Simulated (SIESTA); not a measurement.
**MoS2 under changes of volume**

One of the cells (50.735 Å³/atom); the others are scaled copies at fixed shape and fractional positions:

```
CELL_PARAMETERS angstrom
3.18413 0.00000 0.00000
-1.59206 2.75753 0.00000
0.00000 0.00000 17.33460
ATOMIC_POSITIONS crystal
Mo 0.00000 0.00000 0.00000
S 0.33333 0.66667 0.91051
S 0.33333 0.66667 0.08949
```

```yaml
Program: SIESTA 5.4.2
Functional: LDA
Potentials_or_basis: PseudoDojo 0.4 standard (LDA files)
Basis: DZP (energy shift 0.003 Ry; two zetas on semicore shells)
Grid_cutoff: 800 Ry
Energy_shift: 0.003 Ry
k_mesh: 10 × 10 × 2
Occupations: fermi-dirac, width 0.05 eV
Spin: no spin polarisation
```

| volume (Å³/atom) | energy over the lowest point (meV/atom) | gap on the mesh (eV) | largest force (eV/Å) |
| --- | --- | --- | --- |
| 47.690 | 18.04 | 1.89 | 1.169 |
| 48.705 | 4.88 | 1.83 | 0.748 |
| 49.720 | 0.00 | 1.77 | 0.360 |
| 50.735 | ? | ? | ? |
| 51.749 | 11.68 | 1.66 | 0.332 |
| 52.764 | 26.84 | 1.61 | 0.639 |
| 53.779 | 47.30 | 1.56 | 0.920 |

What does the run at 50.735 Å³/atom give?

Energy over the lowest point 2.51 meV/atom; gap on the mesh 1.71 eV; largest force 0.000 eV/Å.

Worked out: A Birch-Murnaghan fit of order 3 (a polynomial in V^(-2/3)) to the other rows has its minimum at 49.86 Å³/atom with B0 = V·E''(V) = 57 GPa and B' = 4.4 at fixed shape and positions, which overstates the stiffness. It gives 2.53 meV/atom at 50.735 Å³/atom, against the run's 2.51. A straight line through the other rows of the gap, of slope -2.75 eV per unit of ln V, gives 1.72 eV, against the run's 1.71.

Energies are extrapolated to zero smearing.

Caveats: the basis of atomic orbitals isn't converged, which shifts pressures, moduli and gaps.

A mesh can miss the band edges. Spin-orbit coupling on Mo is left out.
